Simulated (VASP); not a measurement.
Input of a VASP 6.6.1 run:

run.py

```python
from ase import Atoms
from ase.calculators.vasp import Vasp
from ase.optimize import LBFGS

atoms = Atoms(
    ['Mg'],
    cell=[[-1.8573068434, 1.8573068434, 1.8573068434], [1.8573068434, -1.8573068434, 1.8573068434], [1.8573068434, 1.8573068434, -1.8573068434]],
    scaled_positions=[[0.0, 0.0, 0.0]],
    pbc=True,
)
calc = Vasp(
    directory='calc',
    xc='revtpss',
    pp='PBE',
    setups='recommended',
    prec='Accurate',
    encut=520,
    ediff=1e-06,
    ismear=-1,
    sigma=0.05,
    lreal=False,
    lasph=True,
    nelm=60,
    algo='Normal',
    isif=2,
    lwave=True,
    lcharg=False,
    lmixtau=True,
    kpts=[11, 11, 11],
    gamma=True,
)
atoms.calc = calc
opt = LBFGS(atoms, trajectory='relax.traj')
converged = opt.run(fmax=0.005, steps=40)
print('converged:', converged)

print('energy (eV):', atoms.get_potential_energy())
print('free energy (eV):', atoms.get_potential_energy(force_consistent=True))
print('forces (eV/A):')
print(atoms.get_forces())
print('stress (eV/A^3, Voigt):', atoms.get_stress())
print('Fermi level (eV):', calc.get_fermi_level())
print('cell (A, degrees):', atoms.cell.cellpar())
print('volume (A^3):', atoms.get_volume())
print('scaled positions:')
print(atoms.get_scaled_positions())
```

Potentials or basis: VASP PAW PBE potentials, release 64 (Mg).

The run is started by

```bash
$ python run.py
```

Q: Predict the band gap on the k mesh.

A: None (metal or under the smearing width).

Final structure:
```cif
data_structure
_symmetry_space_group_name_H-M 'P 1'
_symmetry_Int_Tables_number 1
_cell_length_a 3.2169
_cell_length_b 3.2169
_cell_length_c 3.2169
_cell_angle_alpha 109.471
_cell_angle_beta 109.471
_cell_angle_gamma 109.471
_cell_volume 25.63
loop_
_atom_site_label
_atom_site_type_symbol
_atom_site_fract_x
_atom_site_fract_y
_atom_site_fract_z
_atom_site_occupancy
Mg1 Mg 0.00000 0.00000 0.00000 1
```

Caveat: the relaxation stopped at its first step, so nothing moved; the PAW data sets were made with another functional, which shifts forces and pressure a little.
